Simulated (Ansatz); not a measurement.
# Ga (P2_1/m) in Ansatz: single point with PBE

Aim: the single point of Ga with PBE.

All numbers are computed with Ansatz 0.2.0; they aren't measurements. Logs are shortened: lines on timing, memory, paths and dates and some standing lists are left out, and cuts for length are marked.

### Step 1. The cell of the first run

It takes space group P2_1/m (No. 11, monoclinic). Conventional cell: a = 2.890 Å, b = 3.282 Å, c = 4.228 Å, α = 90.00°, β = 109.30°, γ = 90.00°. Ga (site symmetry m) is surrounded by 8 Ga at 2.71 to 2.89 Å.

This isn't the form of Ga at room conditions, which is orthorhombic.

### Step 2. Single point, PBE (strain = 0.04)

Input file input.yaml:

```yaml
crystal:
  lattice:
    - [2.8895589683, 0.0, 0.0]
    - [0.0, 3.28160879, 0.0]
    - [-1.3971683425, 0.0, 3.9902731763]
  atoms:
    - { symbol: Ga, position: [0.13459627, 0.75, 0.77016683] }
    - { symbol: Ga, position: [0.86540373, 0.25, 0.22983317] }
kpoints:
  mp_grid: { grid: [10, 8, 7] }
scf:
  occupations: { method: fermi_dirac, width: 0.05 }
hamiltonian:
  xc: pbe
  pseudopotentials: { kind: all_electron, lapw: { basis_error: 0.001 } }
output:
  forces: true
  stress: true
  eigenvalues: true
```

Potentials or basis: all-electron LAPW, scalar-relativistic.

On the command line:

```bash
$ ansatz run input.yaml --threads 1 --pin off --max-ram 3072MiB --backend cpu --events-out ev --progress --plain --runs-dir out
```

Output:

```text
Warning: RAYON_NUM_THREADS=1 ignored (pool sized by the plan → 1); use --threads N
LAPW: plane waves up to 8.113 Å⁻¹, error target 1.0e-3 eV per atom; small_component_spin mean_spin; Ga in spheres of 1.355 Å, 21 of its electrons in bands, Dirac shells [] (how accurate: hamiltonian.pseudopotentials.lapw.basis_error, Limitations)
Engine: ansatz 0.2.0, aarch64-unknown-linux-gnu
Pseudopotentials: kind: all_electron
Pseudopotential: Ga, LAPW, valence charge 21, lapw/all_electron/scalar/gaussian/Ga, Koelling and Harmon's equation, gaussian nucleus
Functional definition: PBE
  parameter kappa = 0.804
  parameter beta = 0.06672455060314922
  exchange = pbe_x(kappa = kappa, mu = beta*pi^2/3)
  correlation = pbe_c(beta = beta)
Crystal: 2 atoms, lattice volume = 37.837 Å³
Basis set: ecut = 250.77019361878513 eV, 349 PW (Γ), exchange–correlation at level 2
Bands: 26, of which v1, the nominal top of the filled ones, is band 21 counted from 1 (20 counted from 0)
Symmetry: 4 space group operations
Space group: P21/m (ITA 11), of the structure as read, at distance tolerance 3.4e-5 Å
k-points: 180 of 560
Non-local potential: Ga, projectors of the file, none
Initial density: superposition of atomic densities (chi_scale 0.1, normalization cell)
Initial wavefunctions: plane waves of lowest kinetic energy (no species holds an atomic orbital)
Functional: x = pbe(κ = 0.804, μ = 0.2195149727645171), c = pbe(β = 0.06672455060314922)
iter 1 solved again at ethr=8.31e-5 eV; its pass at ethr=1.00e-1 eV (dr2=3.49e-2 eV) is discarded
SCF iter   1: F=—  HF=-105799.731474 eV  |F-HF|=—  |Δ(HF+E_count)|=         —  Δρ=1.19e-2  dr2=3.51e-2  ethr=8.31e-5  ⟨swp⟩=3.0  Hψ=31555  notcnv=0
preconditioner: auto → Kerker (q_TF=auto, 2.776 Å⁻¹)  [metal: Δε(μ)=0.076 eV  Ē_g=17.536 eV  σ=0.050 eV  W_gap=0.35  n_scr=12 (ndim 8)  ℏωp=30.8 eV  f_vac=0.000  D(μ)=0.54/eV (n_scr^D=2)]
SCF iter   2: F=—  HF=-105799.679899 eV  |F-HF|=—  |Δ(HF+E_count)|=   5.16e-2  Δρ=7.27e-3  dr2=1.62e-2  ethr=8.31e-5  ⟨swp⟩=2.0  Hψ=14041  notcnv=0
SCF iter   3: F=—  HF=-105799.670310 eV  |F-HF|=—  |Δ(HF+E_count)|=   9.59e-3  Δρ=5.43e-3  dr2=9.59e-3  ethr=3.87e-5  ⟨swp⟩=2.0  Hψ=13158  notcnv=0
SCF iter   4: F=—  HF=-105799.669507 eV  |F-HF|=—  |Δ(HF+E_count)|=   8.03e-4  Δρ=2.97e-3  dr2=3.26e-3  ethr=2.28e-5  ⟨swp⟩=2.0  Hψ=13158  notcnv=0
iter 5 solved again at ethr=4.65e-7 eV; its pass at ethr=7.76e-6 eV (dr2=1.95e-4 eV) is discarded
SCF iter   5: F=—  HF=-105799.669642 eV  |F-HF|=—  |Δ(HF+E_count)|=   1.35e-4  Δρ=6.24e-4  dr2=1.95e-4  ethr=4.65e-7  ⟨swp⟩=2.0  Hψ=22716  notcnv=0
SCF iter   6: F=—  HF=-105799.669636 eV  |F-HF|=—  |Δ(HF+E_count)|=   6.96e-6  Δρ=1.06e-4  dr2=8.42e-6  ethr=4.64e-7  ⟨swp⟩=2.0  Hψ=13158  notcnv=0
SCF iter   7: F=—  HF=-105799.669636 eV  |F-HF|=—  |Δ(HF+E_count)|=   6.02e-7  Δρ=2.51e-5  dr2=3.97e-7  ethr=2.01e-8  ⟨swp⟩=3.0  Hψ=13626  notcnv=0
SCF iter   8: F=-105799.669636 eV  HF=-105799.669636 eV  |F-HF|=4.80e-10  |Δ(HF+E_count)|=   1.56e-9  Δρ=7.52e-6  dr2=2.02e-8  ethr=9.44e-10  ⟨swp⟩=2.3  Hψ=13214  notcnv=0
SCF 1 converged in 8 iterations: F = -105799.669636 eV  dr2 = 2.02e-8
SCF converged after 8 iterations
Free energy (F): -105799.669636 eV
Harris-Foulkes:  -105799.669636 eV  (|F-HF|=4.80e-10)
Internal energy: -105799.665233 eV  (E = F + TS)
E sigma→0 (E₀):  -105799.667435 eV
Entropy (-TS):   -0.004403 eV (-2.201 meV/atom)
Fermi energy:    11.629361 eV
--- Per-component energies (eV) ---
  E_band       = -1542.481627
  E_kinetic    = 107880.702403
  E_xc         = -4118.791116
  E_electrostatic = -209561.576520  (all electrons and nuclei)
  E_smearing   = -0.004403  (= −TS)
  E_closure    = 0.000000  (closes the sum)
  E_atoms      = -105793.889118  (free atoms, spherical and without spin; not in F)
  Σ components = -105799.669636   (vs F -105799.669636, Δ=0.00e0)
  Basis errors (estimates in eV, not in F): energy 3.1e-4 per atom: plane waves 2.8e-4 (1.6e-4 summed), levels above the bands 9.7e-65, relativity 2.5e-8, radial functions 3.0e-5, core shells 9.7e-11; eigenvalues (radial functions only) 2.8e-6; not estimated: angular momenta, meshes, grids; target (lapw.basis_error) 1.0e-3; muffin-tin radii Ga 1.355 Å
--- Forces (eV/Å), atoms counted from 1 ---
  atom   1  Ga    -0.00587023     0.00000000     0.05243194
  atom   2  Ga     0.00587023     0.00000000    -0.05243194
  max |Σ_I F_I| component: 8.67e-19 eV/Å
--- Stress (GPa, compression-positive) ---
        0.065870       0.000000      -0.111609
        0.000000       0.719011       0.000000
       -0.111609       0.000000       2.061636
  P = ⅓ Tr σ = 0.9488 GPa (9.488 kbar)
--- Band table (eV; the first three rows and the last of 180) ---
  k-point 0: bands = ["-132.0775", "-132.0767", "-82.8186", "-82.8141", "-82.8098", "-82.8088", "-82.7998", "-82.7925", "-3.4117", "-3.4094", "-3.3287", "-3.3222", "-3.1295", "-3.1246", "-3.0763", "-3.0642", "-3.0451", "-2.9093", "0.5859", "9.8644", "10.5043", "13.7916", "17.5017", "19.7448", "20.8635", "22.2301"]
  k-point 1: bands = ["-132.0775", "-132.0767", "-82.8184", "-82.8143", "-82.8099", "-82.8087", "-82.7995", "-82.7928", "-3.4056", "-3.3877", "-3.3646", "-3.2726", "-3.1571", "-3.1364", "-3.0584", "-3.0524", "-3.0462", "-2.9361", "0.7775", "7.6954", "12.9150", "14.0141", "17.7839", "18.9790", "21.1641", "21.7643"]
  k-point 2: bands = ["-132.0774", "-132.0768", "-82.8178", "-82.8149", "-82.8101", "-82.8084", "-82.7985", "-82.7937", "-3.4298", "-3.3308", "-3.3264", "-3.2302", "-3.1901", "-3.1551", "-3.0970", "-3.0341", "-3.0085", "-3.0073", "1.3519", "5.5766", "14.6671", "15.5371", "18.1951", "18.8191", "19.1490", "20.6155"]
  k-point 179: bands = ["-132.0769", "-132.0769", "-82.8169", "-82.8169", "-82.8120", "-82.8120", "-82.7957", "-82.7957", "-3.3801", "-3.3801", "-3.3145", "-3.3145", "-3.1203", "-3.1203", "-3.0610", "-3.0610", "-2.9581", "-2.9581", "8.6321", "8.6321", "10.0739", "10.0739", "13.3396", "13.3396", "16.3317", "16.3317"]
```

It took 28 s on 1 thread of Arm Neoverse V2, shared host; peak memory 0.5 GiB.

What came out:

| Item | Value |
| --- | --- |
| Free energy | -105799.6696 eV |
| Pressure | 0.9 GPa |
| Largest force | 0.053 eV/Å |
| Band gap on the k mesh | none (metal or under the smearing width) |

Forces on the atoms (eV/Å):
```
Ga  -0.006  0.000  0.052
Ga   0.006  0.000 -0.052
```

Stress tensor (GPa, compression positive):
```
 0.07  0.00 -0.11
 0.00  0.72  0.00
-0.11  0.00  2.06
```

Levels at points of the mesh, in eV from the Fermi level:
```csv
k point,band 18,band 19,band 20,band 21,band 22,band 23,band 24,band 25
"(0.00, 0.00, 0.00)",-14.54,-11.04,-1.76,-1.13,2.16,5.87,8.12,9.23
"(0.00, -0.50, 0.00)",-14.62,-7.48,-7.48,2.05,2.05,2.96,2.96,10.45
"(-0.50, 0.00, 0.00)",-14.59,-6.45,-5.21,-1.33,0.15,6.07,6.67,8.66
"(-0.50, -0.50, 0.00)",-14.59,-3.06,-3.06,-1.65,-1.65,2.18,2.18,4.50
```
